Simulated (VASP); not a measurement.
# BN (P1) in VASP: further runs

The runs below take BN through single point, with PBE.

All numbers are computed with VASP 6.6.1; they aren't measurements. Logs are shortened: lines on timing, memory, paths and dates and some standing lists are left out, and cuts for length are marked.

## (1) The cell of the first run

The typed cell holds 4 atoms: a = 2.563 Å, b = 2.563 Å, c = 4.439 Å, α = 73.22°, β = 73.22°, γ = 60.00°.

The cell comes from a database or a generator and needn't be the stable form of this composition.

## (2) Single point, PBE (mode 4 frozen in at -0.085 Å and mode 5 at +0.068 Å (largest displacements))

INCAR

```
SYSTEM = BN
PREC     = Accurate       ! precision mode
ENCUT    = 520            ! plane-wave cutoff, eV
EDIFF    = 1E-6           ! SCF threshold, eV
ISMEAR   = 0              ! smearing method
SIGMA    = 0.05           ! smearing width, eV
LREAL    = .False.        ! projectors in reciprocal space
LASPH    = .True.         ! aspherical terms in the spheres
NELM     = 80             ! most SCF steps
ALGO     = Normal         ! electronic algorithm
ISIF     = 2              ! what is computed and relaxed
LWAVE    = .False.        ! write WAVECAR
LCHARG   = .False.        ! write CHGCAR
GGA      = PE             ! functional
NBANDS   = 16             ! bands
```

KPOINTS

```
Automatic mesh
0
Gamma
  6 6 6
  0 0 0
```

POSCAR

```
BN
1.0
    0.0000000000     -1.8123937734     -1.8123937734
   -1.8123937734      0.0000000000     -1.8123937734
    1.8123937734      1.8123937734     -3.6247875468
B N
2 2
Direct
   -0.0372402920      0.0447367470      0.0000000000
    0.5372402920      0.4552632530      0.5000000000
    0.3368895766      0.4207820355      0.8750000000
    0.9131104234      0.8292179645      0.3750000000
```

Potentials or basis: VASP PAW PBE potentials, release 64 (B, N).

Command:

```sh
cat potpaw_PBE.64/B/POTCAR potpaw_PBE.64/N/POTCAR > POTCAR
mpirun -np 1 vasp_std > vasp.out
```

OUTCAR:

```text
SYSTEM = BN
   PREC = Accurate
   ENCUT = 520
   EDIFF = 1E-6
   ISMEAR = 0
   LREAL = .False.
   LASPH = .True.
   NELM = 80
   ISIF = 2
   GGA = PE

 ion  position               nearest neighbor table
   1  0.963  0.045  0.000-   3 1.57   3 1.57   3 1.57   4 1.58
   2  0.537  0.455  0.500-   4 1.57   4 1.57   4 1.57   3 1.58
   3  0.337  0.421  0.875-   1 1.57   1 1.57   1 1.57   2 1.58
   4  0.913  0.829  0.375-   2 1.57   2 1.57   2 1.57   1 1.58

  LATTYP: Found a trigonal (rhomboedric) cell.
 ALAT       =     4.4394399578
 COS(alpha) =     0.8333333333

  Lattice vectors:

 A1 = (   1.8123937734,   3.6247875468,  -1.8123937734)
 A2 = (   3.6247875468,   1.8123937734,  -1.8123937734)
 A3 = (   1.8123937734,   1.8123937734,  -3.6247875468)

Analysis of symmetry for initial positions (statically):
=====================================================================
 Subroutine PRICEL returns:
 Original cell was already a primitive cell.

 Routine SETGRP: Setting up the symmetry group for a
 trigonal (rhombohedral) supercell.

 Subroutine GETGRP returns: Found  1 space group operations
 (whereof  1 operations were pure point group operations)
 out of a pool of 12 trial point group operations.

The static configuration has the point symmetry C_1 .

Analysis of symmetry for dynamics (positions and initial velocities):
=====================================================================
 Subroutine PRICEL returns:
 Original cell was already a primitive cell.

 Routine SETGRP: Setting up the symmetry group for a
 trigonal (rhombohedral) supercell.

 Subroutine GETGRP returns: Found  1 space group operations
 (whereof  1 operations were pure point group operations)
 out of a pool of 12 trial point group operations.

The dynamic configuration has the point symmetry C_1 .

 Subroutine INISYM returns: Found  1 space group operations
 (whereof  1 operations are pure point group operations),
 and found     1 'primitive' translations

----------------------------------------------------------------------------------------

                                     Primitive cell

  volume of cell :      23.8132

  direct lattice vectors                    reciprocal lattice vectors
     0.000000000 -1.812393773 -1.812393773     0.137939119 -0.413817356 -0.137939119
    -1.812393773  0.000000000 -1.812393773    -0.413817356  0.137939119 -0.137939119
     1.812393773  1.812393773 -3.624787547     0.137939119  0.137939119 -0.137939119

  length of vectors
[... 91 lines left out ...]
   NFREE  =      0    steps in history (QN), initial steepest desc. (CG)
   ISIF   =      2    stress and relaxation
   ISYM   =      2    0-nonsym 1-usesym 2-fastsym
   POTIM  = 0.5000    time-step for ionic-motion
   TEBEG  =    0.0;   TEEND  =   0.0 temperature during run
   PSTRESS=    0.0 pullay stress
   NELECT =      16.0000    total number of electrons
   NUPDOWN=      -1.0000    fix difference up-down
   EMIN   =  10.00;   EMAX   =-10.00  energy-range for DOS
   EFERMI =   0.00;   METHOD = LEGACY
   ISMEAR =     0;   SIGMA  =   0.05  broadening in eV -4-tet -1-fermi 0-gaus
   EFERMI_NEDOS =   21; number of points for ismear=-14 and -15
   IALGO  =     38    algorithm
   IMIX   =      4    mixing-type and parameters
     AMIX     =   0.40;   BMIX     =  1.00
     AMIX_MAG =   1.60;   BMIX_MAG =  1.00
  volume/ion in A,a.u.               =       5.95        40.17
  Fermi-wavevector in a.u.,A,eV,Ry     =   1.433867  2.709616 27.973240  2.055975
  Thomas-Fermi vector in A             =   2.553338
   LORBIT       =      0    0 simple, 1 ext, 2 COOP (PROOUT), +10 PAW based schemes
   GGA     = PE    functional components
   LHFCALC =     F    Hartree Fock is set to
   AEXX    =    0.0000 exact exchange contribution
   IVDW    =     0    specifies the selected vdW correction
   LEPSILON=     F    determine dielectric tensor
   LRPA    =     F    only Hartree local field effects (RPA)
 non-spin polarized calculation
 Gauss-broadening in eV      SIGMA  =   0.05
  energy-cutoff  :      520.00
  volume of cell :       23.81
 maximum number of plane-waves:       663
   NGX =  9   NGY =  9   NGZ = 17

 number of electron      16.0000001 magnetization

 Free energy of the ion-electron system (eV)
  ---------------------------------------------------
  ext. energy  EPLUGINS =         0.00000000
  ---------------------------------------------------
  free energy    TOTEN  =       -34.65157722 eV

  energy without entropy =      -34.65157722  energy(sigma->0) =      -34.65157722

 E-fermi :   7.7174     XC(G=0): -12.7954

 val. band max:        7.4611156881   @ k =   0.0000   0.0000   0.0000
 cond. band min:      11.6974346611   @ k =   0.0000   0.5000   0.5000
 fundamental gap:      4.2363189730
 Fermi energy:         7.7174124725

 k-point     1 :       0.0000    0.0000    0.0000
  band No.  band energies     occupation
      1     -12.8228      2.00000
      2      -8.6253      2.00000
      3      -3.2705      2.00000
      4       5.4367      2.00000
      5       5.4765      2.00000
      6       7.1691      2.00000
[... 433 lines left out ...]
      3      -1.5804      2.00000
      4      -0.0921      2.00000
      5       1.3318      2.00000
      6       1.8236      2.00000
[... 8 lines left out ...]
     15      23.0143      0.00000
     16      23.6216      0.00000

 [... further k-points ...]

------------------------ aborting loop because EDIFF is reached ----------------------------------------

  FORCE on cell =-STRESS in cart. coord.  units (eV):
  Direction    XX          YY          ZZ          XY          YZ          ZX
  --------------------------------------------------------------------------------------
  -------------------------------------------------------------------------------------
  Total       -0.3177301     -0.1050458      0.3612874      0.1887721     -0.0639023     -0.1038080
  in kB      -21.3772206     -7.0675912     24.3078062     12.7007880     -4.2994143     -6.9843161
  external PRESSURE =      -1.3790019 kB  Pullay stress =       0.0000000 kB

 VOLUME and BASIS-vectors are now :
 -----------------------------------------------------------------------------
  energy-cutoff  :      520.00
  volume of cell :       23.81
      direct lattice vectors                 reciprocal lattice vectors
     0.000000000 -1.812393773 -1.812393773     0.137939119 -0.413817356 -0.137939119
    -1.812393773  0.000000000 -1.812393773    -0.413817356  0.137939119 -0.137939119
     1.812393773  1.812393773 -3.624787547     0.137939119  0.137939119 -0.137939119

 POSITION                                       TOTAL-FORCE (eV/Angst)
 -----------------------------------------------------------------------------------
     -0.08108     -1.74490     -1.82598         0.726086     -0.615826      0.106966
      0.08108     -0.06749     -3.61120        -0.746824      0.613393     -0.142020
      0.82322      0.97527     -4.54489         1.010711     -0.837230      0.188853
     -0.82322     -0.97527     -4.51708        -0.989973      0.839663     -0.153799
 -----------------------------------------------------------------------------------
    total drift:                               -0.000052     -0.000024      0.000061

  FREE ENERGIE OF THE ION-ELECTRON SYSTEM (eV)
  ---------------------------------------------------
  free  energy   TOTEN  =       -34.6515772242 eV

  energy  without entropy=      -34.6515772242  energy(sigma->0) =      -34.65157722
```

It took 27 s on 1 thread of Intel Xeon Platinum 8488C (Sapphire Rapids), shared host; peak memory 0.15 GiB.

Results:

```yaml
Free_energy: -34.6516 eV
Pressure: -0.1 GPa
Largest_force: 1.326 eV/Å
Band_gap_on_the_k_mesh: 4.24 eV, indirect (least direct gap 6.20 eV)
```

Forces on the atoms (eV/Å):
```
B    0.726 -0.616  0.107
B   -0.747  0.613 -0.142
N    1.011 -0.837  0.189
N   -0.990  0.840 -0.154
```

Stress tensor (GPa, compression positive):
```
-2.14  1.27 -0.70
 1.27 -0.71 -0.43
-0.70 -0.43  2.43
```

Levels at points of the mesh, in eV from the valence-band top:
```tsv
k point	band 5	band 6	band 7	band 8	band 9	band 10	band 11	band 12
(0.00, 0.00, 0.00)	-1.98	-0.29	-0.20	0.00	8.33	8.57	8.70	9.65
(0.50, 0.00, 0.00)	-5.45	-4.87	-3.74	-3.69	7.10	7.43	11.54	13.23
(0.00, 0.50, 0.00)	-5.46	-4.75	-3.77	-3.73	7.02	7.45	11.51	13.13
(0.50, 0.50, 0.50)	-5.34	-5.22	-3.66	-3.64	7.28	7.33	11.99	12.37
(0.50, 0.50, 0.00)	-5.02	-4.89	-2.26	-1.90	4.32	9.22	9.60	10.41
(0.00, 0.50, 0.50)	-4.99	-4.92	-2.11	-1.97	4.24	8.70	9.74	10.48
(0.50, 0.00, 0.50)	-4.97	-4.94	-2.16	-1.94	4.26	8.85	9.70	10.39
(0.00, 0.00, 0.50)	-1.45	-1.45	-1.05	-1.04	8.68	8.83	9.77	10.12
```

Caveat: the k mesh is coarse (spacing up to 0.48 Å⁻¹), so the values aren't converged; forces of over 1 eV/Å show positions far from the minimum, so gaps and moduli don't describe the material at rest.

## (3) Single point, PBE (mode 4 frozen in at -0.051 Å and mode 5 at -0.051 Å (largest displacements))

INCAR

```
SYSTEM = BN
PREC = Accurate ; ENCUT = 520
EDIFF = 1E-7 ; ISMEAR = 0
SIGMA = 0.05 ; LREAL = .FALSE.
LASPH = .TRUE. ; NELM = 100
ALGO = Normal ; ISIF = 2
LWAVE = .FALSE. ; LCHARG = .FALSE.
GGA = PE ; NBANDS = 16
```

KPOINTS

```
Automatic mesh
0
G
  6 6 6
  0 0 0
```

POSCAR

```
BN
1.0
    0.0000000000     -1.8123937734     -1.8123937734
   -1.8123937734      0.0000000000     -1.8123937734
    1.8123937734      1.8123937734     -3.6247875468
B N
2 2
Direct
    0.0171344918      0.0145822140      0.0000000000
    0.4828655082      0.4854177860      0.5000000000
    0.3925348447      0.3899229321      0.8750000000
    0.8574651553      0.8600770679      0.3750000000
```

Potentials or basis: VASP PAW PBE potentials, release 64 (B, N).

Command:

```sh
cat potpaw_PBE.64/B/POTCAR potpaw_PBE.64/N/POTCAR > POTCAR
mpirun -np 1 vasp_std > vasp.out
```

Run time: 26 s. Hardware: 1 thread of Intel Xeon Platinum 8488C (Sapphire Rapids), shared host; peak memory 0.15 GiB.

The run converged. Its results:

- Free energy: -34.7898 eV
- Pressure: 0.1 GPa
- Largest force: 0.877 eV/Å
- Band gap on the k mesh: 4.35 eV

Forces in eV/Å, atoms in the order of the input:
```
B    0.249  0.290  0.533
B   -0.238 -0.282 -0.521
N    0.322  0.380  0.700
N   -0.333 -0.389 -0.712
```

Stress tensor (GPa, compression positive):
```
 0.74  0.09 -0.40
 0.09  0.55 -0.44
-0.40 -0.44 -1.13
```

Levels at points of the mesh, in eV from the valence-band top:
| k point | band 5 | band 6 | band 7 | band 8 | band 9 | band 10 | band 11 | band 12 |
| --- | --- | --- | --- | --- | --- | --- | --- | --- |
| (0.00, 0.00, 0.00) | -1.95 | -0.13 | -0.08 | 0.00 | 8.56 | 8.71 | 8.73 | 9.93 |
| (0.50, 0.00, 0.00) | -5.30 | -5.03 | -3.66 | -3.64 | 7.34 | 7.49 | 12.23 | 13.10 |
| (0.00, 0.50, 0.00) | -5.29 | -5.06 | -3.65 | -3.63 | 7.36 | 7.48 | 12.28 | 13.01 |
| (0.50, 0.50, 0.50) | -5.35 | -4.84 | -3.70 | -3.67 | 7.24 | 7.54 | 12.06 | 13.43 |
| (0.50, 0.50, 0.00) | -4.92 | -4.88 | -1.99 | -1.95 | 4.35 | 8.92 | 9.93 | 10.62 |
| (0.00, 0.50, 0.50) | -4.92 | -4.88 | -2.06 | -1.92 | 4.39 | 9.15 | 9.86 | 10.52 |
| (0.50, 0.00, 0.50) | -4.92 | -4.88 | -2.05 | -1.92 | 4.38 | 9.12 | 9.87 | 10.52 |
| (0.00, 0.00, 0.50) | -1.31 | -1.31 | -1.04 | -1.03 | 9.05 | 9.24 | 9.83 | 10.31 |

Caveat: the k mesh is coarse (spacing up to 0.48 Å⁻¹), so the values aren't converged. A k mesh can miss the band edges.

## (4) Single point, PBE (mode 4 frozen in at -0.017 Å and mode 5 at +0.051 Å (largest displacements))

INCAR

```
PREC     = Accurate       # precision mode
ENCUT    = 520            # plane-wave cutoff, eV
EDIFF    = 1E-6           # SCF threshold, eV
ISMEAR   = 0              # smearing method
SIGMA    = 0.05           # smearing width, eV
LREAL    = F              # projectors in reciprocal space
LASPH    = T              # aspherical terms in the spheres
NELM     = 80             # most SCF steps
ALGO     = Normal         # electronic algorithm
ISIF     = 2              # what is computed and relaxed
LWAVE    = F              # write WAVECAR
LCHARG   = F              # write CHGCAR
GGA      = PE             # functional
NBANDS   = 16             # bands
```

KPOINTS

```
Automatic mesh
0
Gamma
  6 6 6
```

POSCAR

```
BN
1.0
    0.0000000000     -1.8123937734     -1.8123937734
   -1.8123937734      0.0000000000     -1.8123937734
    1.8123937734      1.8123937734     -3.6247875468
B N
2 2
Direct
   -0.0235319598      0.0139420967      0.0000000000
    0.5235319598      0.4860579033      0.5000000000
    0.3509182084      0.3892678583      0.8750000000
    0.8990817916      0.8607321417      0.3750000000
```

Command:

```sh
cat potpaw_PBE.64/B/POTCAR potpaw_PBE.64/N/POTCAR > POTCAR
mpirun -np 1 vasp_std > vasp.out
```

Wall time 25 s (1 thread of Intel Xeon Platinum 8488C (Sapphire Rapids), shared host); peak memory 0.15 GiB.

The run converged. Its results:

* Free energy: -34.8379 eV
* Pressure: 0.1 GPa
* Largest force: 0.650 eV/Å
* Band gap on the k mesh: 4.40 eV

Forces in eV/Å, atoms in the order of the input:
```
B    0.234 -0.397 -0.163
B   -0.232  0.389  0.158
N    0.310 -0.520 -0.212
N   -0.313  0.527  0.217
```

Stress tensor (GPa, compression positive):
```
 0.34  0.23 -0.03
 0.23 -0.51 -0.19
-0.03 -0.19  0.58
```

Levels at points of the mesh, in eV from the valence-band top:
```csv
k point,band 6,band 7,band 8,band 9,band 10,band 11
"(0.00, 0.00, 0.00)",-0.07,-0.04,0.00,8.65,8.74,8.75
"(0.50, 0.00, 0.00)",-4.92,-3.67,-3.65,7.34,7.55,12.32
"(0.00, 0.50, 0.00)",-5.03,-3.65,-3.63,7.40,7.52,12.46
"(0.50, 0.50, 0.50)",-5.08,-3.64,-3.63,7.42,7.50,12.55
"(0.50, 0.50, 0.00)",-4.87,-2.00,-1.92,4.42,9.17,9.94
"(0.00, 0.50, 0.50)",-4.88,-1.99,-1.92,4.41,9.14,9.95
"(0.50, 0.00, 0.50)",-4.88,-1.96,-1.94,4.40,9.04,9.98
"(0.00, 0.00, 0.50)",-1.25,-1.05,-1.05,9.25,9.35,9.97
```

Caveat: the k mesh is coarse (spacing up to 0.48 Å⁻¹), so the values aren't converged.

## (5) Single point, PBE (mode 4 frozen in at -0.017 Å and mode 5 at +0.017 Å (largest displacements))

INCAR

```
PREC = Accurate ; ENCUT = 520
EDIFF = 1E-7 ; ISMEAR = 0
SIGMA = 0.05 ; LREAL = F
LASPH = T ; NELM = 100
ALGO = Normal ; ISIF = 2
LWAVE = F ; LCHARG = F
GGA = PE ; NBANDS = 16
```

KPOINTS is that of step 4.

POSCAR

```
BN
1.0
    0.0000000000     -1.8123937734     -1.8123937734
   -1.8123937734      0.0000000000     -1.8123937734
    1.8123937734      1.8123937734     -3.6247875468
B N
2 2
Direct
   -0.0089102313      0.0094014173      0.0000000000
    0.5089102313      0.4905985827      0.5000000000
    0.3658815783      0.3846210845      0.8750000000
    0.8841184217      0.8653789155      0.3750000000
```

Command:

```sh
cat potpaw_PBE.64/B/POTCAR potpaw_PBE.64/N/POTCAR > POTCAR
mpirun -np 1 vasp_std > vasp.out
```

It took 27 s on 1 thread of Intel Xeon Platinum 8488C (Sapphire Rapids), shared host; peak memory 0.15 GiB.

Results (log left out):

```yaml
Free_energy: -34.8860 eV
Pressure: 0.2 GPa
Largest_force: 0.288 eV/Å
Band_gap_on_the_k_mesh: 4.44 eV
```

Forces on the atoms (eV/Å):
```
B    0.156 -0.151  0.009
B   -0.159  0.148 -0.008
N    0.211 -0.196  0.010
N   -0.207  0.200 -0.012
```

Stress tensor (GPa, compression positive):
```
0.13 0.02 0.01
0.02 0.15 0.02
0.01 0.02 0.34
```

Levels at points of the mesh, in eV from the valence-band top:
```
           k point  band 5  band 6  band 7  band 8  band 9  band 10  band 11  band 12
(0.00, 0.00, 0.00)   -1.93   -0.01   -0.01    0.00    8.75     8.77     8.78    10.05
(0.50, 0.00, 0.00)   -5.19   -5.05   -3.64   -3.63    7.46     7.54    12.75    13.22
(0.00, 0.50, 0.00)   -5.19   -5.04   -3.64   -3.63    7.46     7.54    12.74    13.24
(0.50, 0.50, 0.50)   -5.13   -5.12   -3.63   -3.63    7.50     7.51    12.95    12.98
(0.50, 0.50, 0.00)   -4.87   -4.87   -1.94   -1.92    4.44     9.19    10.02    10.65
(0.00, 0.50, 0.50)   -4.87   -4.87   -1.94   -1.93    4.44     9.16    10.02    10.65
(0.50, 0.00, 0.50)   -4.87   -4.87   -1.94   -1.93    4.44     9.16    10.02    10.65
(0.00, 0.00, 0.50)   -1.17   -1.17   -1.08   -1.08    9.50     9.50    10.18    10.19
```

Caveat: the k mesh is coarse (spacing up to 0.48 Å⁻¹), so the values aren't converged.

## (6) Overview

| cell | gap on the mesh (eV) | pressure (GPa) | largest force (eV/Å) |
| --- | --- | --- | --- |
| mode 4 frozen in at -0.085 Å and mode 5 at +0.068 Å (largest displacements) | 4.24 | -0.1 | 1.33 |
| mode 4 frozen in at -0.051 Å and mode 5 at -0.051 Å (largest displacements) | 4.35 | 0.1 | 0.88 |
| mode 4 frozen in at -0.017 Å and mode 5 at +0.051 Å (largest displacements) | 4.40 | 0.1 | 0.65 |
| mode 4 frozen in at -0.017 Å and mode 5 at +0.017 Å (largest displacements) | 4.44 | 0.2 | 0.29 |

Alike in all rows: task single point; level PBE; potentials or basis VASP PAW PBE potentials, release 64 (B, N); no spin polarisation; k mesh 6 × 6 × 6; cutoff (eV) 520; smearing gaussian 0.05 eV; the mesh is coarse, so values aren't converged.

Caveats: all runs use coarse meshes; forces of over 1 eV/Å show positions far from the minimum, so gaps and moduli don't describe the material at rest (some runs).

Absolute energies hang on the potentials; compare differences alone.
